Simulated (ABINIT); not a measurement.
# Ir (P6_3/mmc) in ABINIT: notebook

One crystal, Ir, is run at these levels: LDA; tasks: single point.

Program: ABINIT 10.8.3 (patched build). These are calculated values, not measurements. Logs are shortened: lines on timing, memory, paths and dates and some standing lists are left out, and cuts for length are marked. The log counts tension as positive stress, the text compression.

## (1) Starting point

Symmetry: P6_3/mmc, No. 194, hexagonal system. Conventional cell: a = 2.751 Å, b = 2.751 Å, c = 4.462 Å, α = 90.00°, β = 90.00°, γ = 120.00°. Ir (site symmetry -6m2) has 12 Ir at 2.74 to 2.75 Å as nearest neighbours.

This isn't the form of Ir at room conditions, which is fcc.

## (2) Single point, LDA

run.abi

```
# Pseudopotentials
pp_dirpath "./"
pseudos "Ir.LDA_PW-JTH.xml"

# Structure
acell 3*1.0
rprim
     5.1993506861     0.0000000000     0.0000000000
    -2.5996753431     4.5027697773     0.0000000000
     0.0000000000     0.0000000000     8.4325059887
ntypat 1
znucl 77
natom 2
typat 1 1
xred
     0.3333333333     0.6666666667     0.2500000000
     0.6666666667     0.3333333333     0.7500000000

# Plane-wave basis
ecut 12.0
pawecutdg 24.0

# k points
kptopt 1
ngkpt 8 8 4
nshiftk 1
shiftk 0.0 0.0 0.0

# Exchange and correlation
ixc 7

# Bands and occupations
nband 19
occopt 3
tsmear 0.00183747

# SCF cycle
nstep 100
tolvrs 1.0e-9

# Output
iomode 3
prtwf 0
prteig 0
prtebands 0
prtden 1
prtvha 1
prtvclmb 1
prtpot 1
```

Potentials or basis: JTH PAW LDA v2.0.

Run with:

```console
abinit run.abi > log 2>&1
```

run.abo:

```text
.Version 10.8.3 of ABINIT
 Symmetries : space group P6_3/m m c (#194); Bravais hP (primitive hexag.)
================================================================================
 Values of the parameters that define the memory need of the present run
     intxc =       0    ionmov =       0      iscf =      17    lmnmax =      18
     lnmax =       6     mgfft =      30  mpssoang =       3    mqgrid =    3001
     natom =       2  nloc_mem =       2    nspden =       1   nspinor =       1
    nsppol =       1      nsym =      24    n1xccc =       1    ntypat =       1
    occopt =       3   xclevel =       1
       mpw =         398          nfft =        9720          nkpt =          30
 PAW method is used; the additional fine FFT grid is defined by:
   mgfftf=        40    nfftf =     23040
================================================================================
================================================================================

--------------------------------------------------------------------------------
------------- Echo of variables that govern the present computation ------------
--------------------------------------------------------------------------------
 -outvars: echo values of preprocessed input variables --------
            acell      1.0000000000E+00  1.0000000000E+00  1.0000000000E+00 Bohr
              amu      1.92220000E+02
             ecut      1.20000000E+01 Hartree
              ixc           7
         kptrlatt        8    0    0      0    8    0      0    0    4
          kptrlen      3.37300240E+01
            natom           2
            nband          19
            ngfft          18      18      30
          ngfftdg          24      24      40
             nkpt          30
            nstep         100
             nsym          24
           ntypat           1
           occopt           3
        pawecutdg      2.40000000E+01 Hartree
        prtebands           0
           prteig           0
           prtpot           1
         prtvclmb           1
           prtvha           1
            prtwf           0
            rprim      5.1993506861E+00  0.0000000000E+00  0.0000000000E+00
                      -2.5996753431E+00  4.5027697773E+00  0.0000000000E+00
                       0.0000000000E+00  0.0000000000E+00  8.4325059887E+00
          spgroup         194
           tolvrs      1.00000000E-09
           tsmear      1.83747000E-03 Hartree
            typat      1  1
           useylm           1
           xangst     -1.7639049848E-11  1.5885087670E+00  1.1155724992E+00
                       1.3756889463E+00  7.9425438349E-01  3.3467174977E+00
            xcart     -3.3332973334E-11  3.0018465182E+00  2.1081264972E+00
                       2.5996753430E+00  1.5009232591E+00  6.3243794915E+00
             xred      3.3333333333E-01  6.6666666667E-01  2.5000000000E-01
                       6.6666666667E-01  3.3333333333E-01  7.5000000000E-01
            znucl       77.00000

================================================================================

 chkinp: Checking input parameters for consistency.

[... 130 lines left out ...]
 cartesian forces (hartree/bohr) at end:
    1      0.00000000000000     0.00000000000000    -0.00000000000000
    2     -0.00000000000000    -0.00000000000000    -0.00000000000000
 frms,max,avg= 3.4525404E-29 5.1788106E-29   0.000E+00  0.000E+00  0.000E+00 h/b

 cartesian forces (eV/Angstrom) at end:
    1      0.00000000000000     0.00000000000000    -0.00000000000000
    2     -0.00000000000000    -0.00000000000000    -0.00000000000000
 frms,max,avg= 1.7753676E-27 2.6630515E-27   0.000E+00  0.000E+00  0.000E+00 e/A
 length scales=  1.000000000000  1.000000000000  1.000000000000 bohr
              =  0.529177210544  0.529177210544  0.529177210544 angstroms
 Fermi (or HOMO) energy (hartree) =   0.53497   Average Vxc (hartree)=  -0.48367
 Eigenvalues (hartree) for nkpt=  30  k points:
 kpt#   1, nband= 19, wtk=  0.00391, kpt=  0.0000  0.0000  0.0000 (reduced coord)
  -1.30794   -1.28474   -1.28474   -1.28176   -1.28093   -1.28093    0.13189    0.24469
   0.39568    0.39982    0.39982    0.42286    0.42286    0.45109    0.45109    0.50674
   0.54452    0.54452    0.77994
      occupation numbers for kpt#   1
   2.00000    2.00000    2.00000    2.00000    2.00000    2.00000    2.00000    2.00000
   2.00000    2.00000    2.00000    2.00000    2.00000    2.00000    2.00000    2.00000
   0.01099    0.01099    0.00000
 prteigrs : prtvol=0 or 1, do not print more k-points.

--- !EnergyTerms
iteration_state     : {dtset: 1, }
comment             : Components of total free energy in Hartree
kinetic             :  1.92718635498496E+01
hartree             :  1.69613726958982E+01
xc                  : -7.19540533391157E+00
Ewald energy        : -1.40609788619466E+02
psp_core            :  1.03880494783851E+01
local_psp           : -6.77523307946391E+01
PAW spherical_terms :  1.42372151407053E+01
internal            : -1.54699023883179E+02
'-kT*entropy'       : -9.79361102059566E-04
total_energy        : -1.54700003244281E+02
total_energy_eV     : -4.20960154053463E+03
...

--- !EnergyTermsDC
iteration_state     : {dtset: 1, }
comment             : '"Double-counting" decomposition of free energy'
band_energy         : -8.59253279429994E+00
Ewald energy        : -1.40609788619466E+02
psp_core            :  1.03880494783851E+01
xc_dc               : -1.53263413574621E+01
PAW spherical_terms : -5.58415705475041E-01
internal            : -1.54699028998318E+02
'-kT*entropy'       : -9.79361102059566E-04
total_energy_dc     : -1.54700008359420E+02
total_energy_dc_eV  : -4.20960167972467E+03
...

--- !EnergyTermsWithPAWCore
iteration_state     : {dtset: 1, }
comment             : 'Components of total free energy, including PAW core contributions'
Total energy        : -3.56357686690331E+04
Total energy DC     : -3.56357686741483E+04
Total energy (eV)   : -9.69698665425489E+05
Total energy DC (eV): -9.69698665564679E+05
...

 Cartesian components of stress tensor (hartree/bohr^3)
  sigma(1 1)=  6.00056455E-04  sigma(3 2)=  0.00000000E+00
  sigma(2 2)=  6.00056456E-04  sigma(3 1)=  0.00000000E+00
  sigma(3 3)=  7.50348444E-04  sigma(2 1)=  5.90966046E-13

-Cartesian components of stress tensor (GPa)         [Pressure= -1.9128E+01 GPa]
- sigma(1 1)=  1.76542704E+01  sigma(3 2)=  0.00000000E+00
- sigma(2 2)=  1.76542705E+01  sigma(3 1)=  0.00000000E+00
- sigma(3 3)=  2.20760134E+01  sigma(2 1)=  1.73868214E-08

== END DATASET(S) ==============================================================
================================================================================

 -outvars: echo values of variables after computation  --------
            acell      1.0000000000E+00  1.0000000000E+00  1.0000000000E+00 Bohr
           etotal     -1.5470000836E+02
            fcart      5.1788105587E-29  2.9899876702E-29 -0.0000000000E+00
                      -5.1788105587E-29 -2.9899876702E-29 -0.0000000000E+00
            rprim      5.1993506861E+00  0.0000000000E+00  0.0000000000E+00
                      -2.5996753431E+00  4.5027697773E+00  0.0000000000E+00
                       0.0000000000E+00  0.0000000000E+00  8.4325059887E+00
           strten      6.0005645515E-04  6.0005645625E-04  7.5034844407E-04
                       0.0000000000E+00  0.0000000000E+00  5.9096604609E-13
           xangst     -1.7639049848E-11  1.5885087670E+00  1.1155724992E+00
                       1.3756889463E+00  7.9425438349E-01  3.3467174977E+00
             xred      3.3333333333E-01  6.6666666667E-01  2.5000000000E-01
                       6.6666666667E-01  3.3333333333E-01  7.5000000000E-01
 Calculation completed.
```

Wall time 19 s (1 thread of Intel Xeon at 2.50GHz (Skylake/Cascade Lake), shared host); peak memory 0.07 GiB.

What came out:

```yaml
Free_energy: -4209.6017 eV
Band_gap_on_the_k_mesh: none (metal or under the smearing width)
Valence_electrons_inside_the_program's_atomic_spheres: Ir 13.57 (radii [1.3286] Å)
```

Caveat: the cutoff is too short for stress, so the log's stress isn't used.

## (3) Single point, LDA

run.abi: that of step 2 with these lines changed.

```diff
@@ -2,3 +2,3 @@
 pp_dirpath "./"
-pseudos "Ir.LDA_PW-JTH.xml"
+pseudos "Ir.upf"
 
@@ -19,4 +19,3 @@
 # Plane-wave basis
-ecut 12.0
-pawecutdg 24.0
+ecut 26.0
 
@@ -32,5 +31,5 @@
 # Bands and occupations
-nband 19
+nband 21
 occopt 3
-tsmear 0.00183747
+tsmear 0.05 eV
 
@@ -38,3 +37,3 @@
 nstep 100
-tolvrs 1.0e-9
+tolvrs 1.0e-10
 
@@ -43,7 +42,5 @@
 prtwf 0
+prtden 0
 prteig 0
 prtebands 0
-prtden 1
-prtvha 1
-prtvclmb 1
-prtpot 1
+enunit 2
```

Potentials or basis: PseudoDojo NC SR LDA v0.4.1 standard.

Run with:

```console
abinit run.abi > log 2>&1
```

run.abo:

```text
.Version 10.8.3 of ABINIT
 Symmetries : space group P6_3/m m c (#194); Bravais hP (primitive hexag.)
================================================================================
 Values of the parameters that define the memory need of the present run
     intxc =       0    ionmov =       0      iscf =       7    lmnmax =       8
     lnmax =       8     mgfft =      40  mpssoang =       4    mqgrid =    3001
     natom =       2  nloc_mem =       1    nspden =       1   nspinor =       1
    nsppol =       1      nsym =      24    n1xccc =    2501    ntypat =       1
    occopt =       3   xclevel =       1
       mpw =        1270          nfft =       23040          nkpt =          30
================================================================================
================================================================================

--------------------------------------------------------------------------------
[... 201 lines left out ...]
- sigma(1 1)=  1.96343233E+01  sigma(3 2)=  0.00000000E+00
- sigma(2 2)=  1.96343233E+01  sigma(3 1)=  0.00000000E+00
- sigma(3 3)=  2.38182397E+01  sigma(2 1)=  1.59289318E-08

== END DATASET(S) ==============================================================
================================================================================

 -outvars: echo values of variables after computation  --------
            acell      1.0000000000E+00  1.0000000000E+00  1.0000000000E+00 Bohr
           etotal     -2.2991156255E+02
            fcart     -2.5894052793E-28 -1.2258949448E-27 -0.0000000000E+00
                       2.5894052793E-28  1.2258949448E-27 -0.0000000000E+00
            rprim      5.1993506861E+00  0.0000000000E+00  0.0000000000E+00
                      -2.5996753431E+00  4.5027697773E+00  0.0000000000E+00
                       0.0000000000E+00  0.0000000000E+00  8.4325059887E+00
           strten      6.6735708320E-04  6.6735708421E-04  8.0956551148E-04
                       0.0000000000E+00  0.0000000000E+00  5.4141338830E-13
           xangst     -1.7639049848E-11  1.5885087670E+00  1.1155724992E+00
                       1.3756889463E+00  7.9425438349E-01  3.3467174977E+00
             xred      3.3333333333E-01  6.6666666667E-01  2.5000000000E-01
                       6.6666666667E-01  3.3333333333E-01  7.5000000000E-01
 Calculation completed.
```

It took 14 s on 1 thread of Arm Neoverse V2, shared host; peak memory 0.06 GiB.

Results:

```yaml
Free_energy: -6256.2123 eV
Band_gap_on_the_k_mesh: none (metal or under the smearing width)
Valence_electrons_inside_the_program's_atomic_spheres: Ir 13.36 (radii [1.0584] Å)
```

Levels at points of the mesh, in eV from the Fermi level:
| k point | band 14 | band 15 | band 16 | band 17 | band 18 | band 19 | band 20 | band 21 |
| --- | --- | --- | --- | --- | --- | --- | --- | --- |
| (0.00, 0.00, 0.00) | -3.05 | -3.05 | -2.28 | -2.28 | -0.75 | 0.26 | 0.26 | 6.69 |
| (0.50, 0.00, 0.00) | -3.32 | -2.87 | 0.68 | 0.93 | 1.08 | 2.83 | 4.23 | 7.91 |
| (0.00, 0.00, 0.50) | -3.79 | -3.79 | -3.79 | -0.46 | -0.46 | -0.46 | -0.46 | 13.19 |
| (0.50, 0.00, 0.50) | -2.04 | -0.93 | -0.93 | 0.92 | 0.92 | 1.96 | 1.96 | 7.30 |

Caveat: the cutoff is too short for stress, so the log's stress isn't used.
